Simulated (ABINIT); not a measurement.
# Al (Fm-3m) in ABINIT: further runs

The runs below take Al through single point, with PBEsol.

Everything below comes from runs of ABINIT 10.8.3 (patched build). Logs are shortened: lines on timing, memory, paths and dates and some standing lists are left out, and cuts for length are marked. The log counts tension as positive stress, the text compression.

## Step 1: The undisturbed crystal

Symmetry: Fm-3m, No. 225, cubic system. The conventional cell has a = 4.050 Å, b = 4.050 Å, c = 4.050 Å, α = 90.00°, β = 90.00°, γ = 90.00°. Al (site symmetry m-3m) has 12 Al at 2.86 Å as nearest neighbours.

## Step 2: Single point, PBEsol, 16.60 Å³/atom (biaxial strain of 0 %)

Input file run.abi:

```
# Pseudopotentials
pp_dirpath "./"
pseudos "Al.GGA_PBE-JTH.xml"

# Structure
acell 3*1.0 Angstrom
rprim
     0.0000000000     2.0248050000     2.0248050000
     2.0248050000     0.0000000000     2.0248050000
     2.0248050000     2.0248050000     0.0000000000
ntypat 1
znucl 13
natom 1
typat 1
xred
     0.0000000000     0.0000000000     0.0000000000

# Plane-wave basis
ecut 15.0
pawecutdg 30.0
pawxcdev 0

# k points
kptopt 1
ngkpt 11 11 11
nshiftk 1
shiftk 0.0 0.0 0.0

# Exchange and correlation
ixc -116133

# Bands and occupations
nband 6
occopt 3
tsmear 0.05 eV

# SCF cycle
nstep 100
tolvrs 1.0e-9

# Output
iomode 3
prtwf 0
prtden 0
prteig 0
prtebands 0
```

Potentials or basis: JTH PAW PBE v2.0.

On the command line:

```sh
$ abinit run.abi > log 2>&1
```

run.abo:

```text
.Version 10.8.3 of ABINIT
 Symmetries : space group Fm -3 m (#225); Bravais cF (face-center cubic)
================================================================================
 Values of the parameters that define the memory need of the present run
     intxc =       0    ionmov =       0      iscf =      17    lmnmax =       8
     lnmax =       4     mgfft =      20  mpssoang =       2    mqgrid =    3001
     natom =       1  nloc_mem =       2    nspden =       1   nspinor =       1
    nsppol =       1      nsym =      48    n1xccc =       1    ntypat =       1
    occopt =       3   xclevel =       2
       mpw =         322          nfft =        8000          nkpt =          56
 PAW method is used; the additional fine FFT grid is defined by:
   mgfftf=        30    nfftf =     27000
================================================================================
================================================================================

--------------------------------------------------------------------------------
------------- Echo of variables that govern the present computation ------------
--------------------------------------------------------------------------------
 -outvars: echo values of preprocessed input variables --------
            acell      1.8897261259E+00  1.8897261259E+00  1.8897261259E+00 Bohr
              amu      2.69815390E+01
             ecut      1.50000000E+01 Hartree
                       outvar_i_n : Printing only first  50 k-points.
              ixc     -116133
                       outvar_i_n : Printing only first  50 k-points.
         kptrlatt       11    0    0      0   11    0      0    0   11
          kptrlen      5.95236775E+01
            natom           1
            nband           6
            ngfft          20      20      20
          ngfftdg          30      30      30
             nkpt          56
            nstep         100
             nsym          48
           ntypat           1
                       prtocc : prtvol=0, do not print more k-points.
           occopt           3
        pawecutdg      3.00000000E+01 Hartree
         pawxcdev           0
           prtden           0
        prtebands           0
           prteig           0
            prtwf           0
            rprim      0.0000000000E+00  2.0248050000E+00  2.0248050000E+00
                       2.0248050000E+00  0.0000000000E+00  2.0248050000E+00
                       2.0248050000E+00  2.0248050000E+00  0.0000000000E+00
          spgroup         225
           tolvrs      1.00000000E-09
           tsmear      1.83746611E-03 Hartree
            typat      1
           useylm           1
                       outvars : Printing only first  50 k-points.
            znucl       13.00000

================================================================================

 chkinp: Checking input parameters for consistency.

================================================================================
== DATASET  1 ==================================================================

--- !DatasetInfo
iteration_state: {dtset: 1, }
dimensions: {natom: 1, nkpt: 56, mband: 6, nsppol: 1, nspinor: 1, nspden: 1, mpw: 322, }
cutoff_energies: {ecut:  15.0, pawecutdg:  30.0, }
electrons: {nelect:   3.00000000E+00, charge:   0.00000000E+00, occopt:   3.00000000E+00, tsmear:   1.83746611E-03, }
meta: {optdriver: 0, ionmov: 0, optcell: 0, iscf: 17, paral_kgb: 0, }
...

 Real(R)+Recip(G) space primitive vectors, cartesian coordinates (Bohr,Bohr^-1):
 R(1)=  0.0000000  3.8263269  3.8263269  G(1)= -0.1306736  0.1306736  0.1306736
 R(2)=  3.8263269  0.0000000  3.8263269  G(2)=  0.1306736 -0.1306736  0.1306736
 R(3)=  3.8263269  3.8263269  0.0000000  G(3)=  0.1306736  0.1306736 -0.1306736
 Unit cell volume ucvol=  1.1204080E+02 bohr^3
 Angles (23,13,12)=  6.00000000E+01  6.00000000E+01  6.00000000E+01 degrees

 Coarse grid specifications (used for wave-functions):

 getcut: wavevector=  0.0000  0.0000  0.0000  ngfft=  20  20  20
         ecut(hartree)=     15.000   => boxcut(ratio)=   2.11993

 Fine grid specifications (used for densities):

 getcut: wavevector=  0.0000  0.0000  0.0000  ngfft=  30  30  30
         ecut(hartree)=     30.000   => boxcut(ratio)=   2.25103

 getcut : COMMENT -
  Note that boxcut > 2.2 ; recall that boxcut=Gcut(box)/Gcut(sphere) = 2
  is sufficient for exact treatment of convolution.
  Such a large boxcut is a waste : you could raise ecut
  e.g. ecut=   38.003374 Hartrees makes boxcut=2

--- Pseudopotential description ------------------------------------------------
- pspini: atom type   1  psp file is ./Al.GGA_PBE-JTH.xml
 Pseudopotential format is: paw10
 basis_size (lnmax)=  4 (lmn_size=  8), orbitals=   0   0   1   1
 Spheres core radius: rc_sph= 1.90363307
 Shapefunction is SIN type: shapef(r)=[sin(pi*r/rshp)/(pi*r/rshp)]**2
 Radius for shape functions =  1.60786206
 Compensation charge density is not taken into account in XC energy/potential

  -1.09563711E+01                                ecore*ucvol(ha*bohr**3)
--------------------------------------------------------------------------------

================================================================================

--- !BeginCycle
iteration_state: {dtset: 1, }
solver: {iscf: 17, nstep: 100, nline: 4, wfoptalg: 10, }
tolerances: {tolvrs: 1.00E-09, }
...

     iter   Etot(hartree)      deltaE(h)  residm     nres2
 ETOT  1  -2.0924923331496    -2.092E+00 2.454E-01 3.387E-01
 ETOT  2  -2.1043742597835    -1.188E-02 9.967E-03 4.288E-02
 ETOT  3  -2.1042249981698     1.493E-04 4.682E-03 1.480E-03
 ETOT  4  -2.1042161569596     8.841E-06 5.786E-04 4.147E-05
 ETOT  5  -2.1042161373577     1.960E-08 1.087E-04 4.711E-08
 ETOT  6  -2.1042161372940     6.368E-11 8.544E-05 1.183E-09
 ETOT  7  -2.1042161372814     1.263E-11 1.195E-04 1.425E-10

 At SCF step    7       nres2   =  1.42E-10 < tolvrs=  1.00E-09 =>converged.

 Cartesian components of stress tensor (hartree/bohr^3)
  sigma(1 1)=  5.98354098E-05  sigma(3 2)=  0.00000000E+00
  sigma(2 2)=  5.98354098E-05  sigma(3 1)=  0.00000000E+00
  sigma(3 3)=  5.98354098E-05  sigma(2 1)=  0.00000000E+00

--- !ResultsGS
iteration_state: {dtset: 1, }
comment   : Summary of ground state results
lattice_vectors:
- [  0.0000000,   3.8263269,   3.8263269, ]
- [  3.8263269,   0.0000000,   3.8263269, ]
- [  3.8263269,   3.8263269,   0.0000000, ]
lattice_lengths: [   5.41124,    5.41124,    5.41124, ]
lattice_angles: [ 60.000,  60.000,  60.000, ] # degrees, (23, 13, 12)
lattice_volume:   1.1204080E+02
convergence: {deltae:  1.263E-11, res2:  1.425E-10, residm:  1.195E-04, diffor: null, }
etotal    :  -2.10421614E+00
entropy   :   0.00000000E+00
fermie    :   3.20825746E-01
cartesian_stress_tensor: # hartree/bohr^3
- [  5.98354098E-05,   0.00000000E+00,   0.00000000E+00, ]
- [  0.00000000E+00,   5.98354098E-05,   0.00000000E+00, ]
- [  0.00000000E+00,   0.00000000E+00,   5.98354098E-05, ]
pressure_GPa:  -1.7604E+00
xred      :
- [  0.0000E+00,   0.0000E+00,   0.0000E+00, Al]
cartesian_forces: # hartree/bohr
- [ -0.00000000E+00,  -0.00000000E+00,  -0.00000000E+00, ]
force_length_stats: {min:   0.00000000E+00, max:   0.00000000E+00, mean:   0.00000000E+00, }
...

 Integrated electronic density in atomic spheres:
 ------------------------------------------------
 Atom  Sphere_radius  Integrated_density
    1        1.90363          0.73846088

================================================================================

 ----iterations are completed or convergence reached----

 Mean square residual over all n,k,spin=   54.885E-08; max=  11.953E-05
 reduced coordinates (array xred) for    1 atoms
       0.000000000000      0.000000000000      0.000000000000
 rms dE/dt=  0.0000E+00; max dE/dt=  0.0000E+00; dE/dt below (all hartree)
    1       0.000000000000      0.000000000000      0.000000000000

 cartesian coordinates (angstrom) at end:
    1      0.00000000000000     0.00000000000000     0.00000000000000

 cartesian forces (hartree/bohr) at end:
    1     -0.00000000000000    -0.00000000000000    -0.00000000000000
 frms,max,avg= 0.0000000E+00 0.0000000E+00   0.000E+00  0.000E+00  0.000E+00 h/b

 cartesian forces (eV/Angstrom) at end:
    1     -0.00000000000000    -0.00000000000000    -0.00000000000000
 frms,max,avg= 0.0000000E+00 0.0000000E+00   0.000E+00  0.000E+00  0.000E+00 e/A
 length scales=  1.889726125908  1.889726125908  1.889726125908 bohr
              =  1.000000000000  1.000000000000  1.000000000000 angstroms
 Fermi (or HOMO) energy (hartree) =   0.32083   Average Vxc (hartree)=  -0.36359
 Eigenvalues (hartree) for nkpt=  56  k points:
 kpt#   1, nband=  6, wtk=  0.00075, kpt=  0.0000  0.0000  0.0000 (reduced coord)
  -0.08742    0.78466    0.78466    0.78466    0.83423    0.83423
      occupation numbers for kpt#   1
   2.00000    0.00000    0.00000    0.00000    0.00000    0.00000
 prteigrs : prtvol=0 or 1, do not print more k-points.

--- !EnergyTerms
iteration_state     : {dtset: 1, }
comment             : Components of total free energy in Hartree
kinetic             :  8.24124702075534E-01
hartree             :  4.02929750407521E-03
xc                  : -1.06670838640905E+00
Ewald energy        : -2.69604242235385E+00
psp_core            : -9.77891166847119E-02
local_psp           :  2.81057611430887E-01
PAW spherical_terms :  6.47251779257675E-01
internal            : -2.10407653517944E+00
'-kT*entropy'       : -1.47023264175666E-04
total_energy        : -2.10422355844361E+00
total_energy_eV     : -5.72588399967018E+01
...

--- !EnergyTermsDC
iteration_state     : {dtset: 1, }
comment             : '"Double-counting" decomposition of free energy'
band_energy         :  4.74630349190612E-01
Ewald energy        : -2.69604242235385E+00
psp_core            : -9.77891166847119E-02
xc_dc               :  3.22760712922534E-02
PAW spherical_terms :  1.82856004538503E-01
internal            : -2.10406911401719E+00
'-kT*entropy'       : -1.47023264175666E-04
total_energy_dc     : -2.10421613728137E+00
total_energy_dc_eV  : -5.72586380565895E+01
...

--- !EnergyTermsWithPAWCore
iteration_state     : {dtset: 1, }
comment             : 'Components of total free energy, including PAW core contributions'
Total energy        : -2.42346170107403E+02
Total energy DC     : -2.42346162686241E+02
Total energy (eV)   : -6.59457524002676E+03
Total energy DC (eV): -6.59457503808665E+03
...

 Cartesian components of stress tensor (hartree/bohr^3)
  sigma(1 1)=  5.98354098E-05  sigma(3 2)=  0.00000000E+00
  sigma(2 2)=  5.98354098E-05  sigma(3 1)=  0.00000000E+00
  sigma(3 3)=  5.98354098E-05  sigma(2 1)=  0.00000000E+00

-Cartesian components of stress tensor (GPa)         [Pressure= -1.7604E+00 GPa]
- sigma(1 1)=  1.76041853E+00  sigma(3 2)=  0.00000000E+00
- sigma(2 2)=  1.76041853E+00  sigma(3 1)=  0.00000000E+00
- sigma(3 3)=  1.76041853E+00  sigma(2 1)=  0.00000000E+00

== END DATASET(S) ==============================================================
================================================================================

 -outvars: echo values of variables after computation  --------
            acell      1.8897261259E+00  1.8897261259E+00  1.8897261259E+00 Bohr
           etotal     -2.1042161373E+00
            fcart     -0.0000000000E+00 -0.0000000000E+00 -0.0000000000E+00
            rprim      0.0000000000E+00  2.0248050000E+00  2.0248050000E+00
                       2.0248050000E+00  0.0000000000E+00  2.0248050000E+00
                       2.0248050000E+00  2.0248050000E+00  0.0000000000E+00
           strten      5.9835409786E-05  5.9835409786E-05  5.9835409786E-05
                       0.0000000000E+00  0.0000000000E+00  0.0000000000E+00
 Calculation completed.
```

Wall time 7.5 s (1 thread of Intel Xeon Platinum 8375C at 2.90GHz (Ice Lake), shared host); peak memory 0.08 GiB.

What came out:

```yaml
Free_energy: -57.2586 eV
Pressure: -1.8 GPa
Band_gap_on_the_k_mesh: none (metal or under the smearing width)
Valence_electrons_inside_the_program's_atomic_spheres: Al 0.74 (radii [1.0074] Å)
```

Caveat: the PAW data sets were made with another functional, which shifts forces and pressure a little.

## Step 3: Single point, PBEsol, 15.95 Å³/atom (biaxial strain of -2 %)

run.abi, as its differences from that of step 2:

```diff
@@ -7,5 +7,5 @@
 rprim
-     0.0000000000     2.0248050000     2.0248050000
-     2.0248050000     0.0000000000     2.0248050000
-     2.0248050000     2.0248050000     0.0000000000
+     0.0000000000     1.9843089000     2.0248050000
+     1.9843089000     0.0000000000     2.0248050000
+     1.9843089000     1.9843089000     0.0000000000
 ntypat 1
@@ -16,2 +16,5 @@
      0.0000000000     0.0000000000     0.0000000000
+chkprim 0
+chksymtnons 0
+tolsym 1.0e-6
```

Potentials or basis: JTH PAW PBE v2.0.

On the command line:

```sh
$ abinit run.abi > log 2>&1
```

Wall time 7.9 s (1 thread of Intel Xeon Platinum 8375C at 2.90GHz (Ice Lake), shared host); peak memory 0.08 GiB.

Results (log left out):

* Free energy: -57.2573 eV
* Pressure: 1.7 GPa
* Band gap on the k mesh: none (metal or under the smearing width)
* Valence electrons inside the program's atomic spheres: Al 0.75 (radii [1.0074] Å)

Caveat: the PAW data sets were made with another functional, which shifts forces and pressure a little.
